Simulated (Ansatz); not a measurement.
# TiAl3 under pressure: fit and missing row

TiAl3, Pm-3m, a = 3.948 Å. This isn't the usual stable structure of the compound. Ansatz: PBEsol, PAW, 420 eV, Γ-centred 10×10×10 mesh on 4 atoms, Gaussian smearing 0.10 eV; no spin polarisation. Cell and atoms are relaxed at each pressure, and no other structure is tried, so the rows at high pressure may lie past a change of phase.

```
V (Å³/atom) P (GPa)
     10.502    89.98
          ?    49.97
     13.089    25.00
     14.074    11.94
     14.876     4.05
     15.257     0.96
     15.388    -0.01
     15.539    -1.07
```

Take V0 = 15.388 Å³/atom, count pressures from its P0 = -0.01 GPa, fit the third-order Birch–Murnaghan form to the other rows, and predict the missing volume.

With the Eulerian strain f = ½[(V0/V)^(2/3) − 1] and y = (P − P0)/[3f(1 + 2f)^(5/2)], the form is the line y = B0 + 1.5 B0 (B0′ − 4) f. Rows (f, y): 0.14503, 109.4; 0.05696, 111.8; 0.03066, 112.0; 0.01141, 112.1; 0.00286, 111.5; -0.00324, 110.8. Means f = 0.04061, y = 111.27; Σ(Δf)² = 0.01547, ΣΔfΔy = -0.2062; the slope is their ratio. y = 111.8 − 13.33 f GPa, so B0 = 111.8 GPa and B0′ = 4 + 2 × (-13.33)/(3 × 111.8) = 3.92. P = 49.97 GPa is met at f = 0.09684 (y = 110.51), so V = V0 (1 + 2f)^(−3/2) = 11.799 Å³/atom. The run gave 11.806 Å³/atom, so the fit is 0.007 Å³/atom too low, within twice the rms miss on the fitted rows (0.006 Å³/atom).

The mesh isn't the same in all rows (10×10×10, 12×12×12).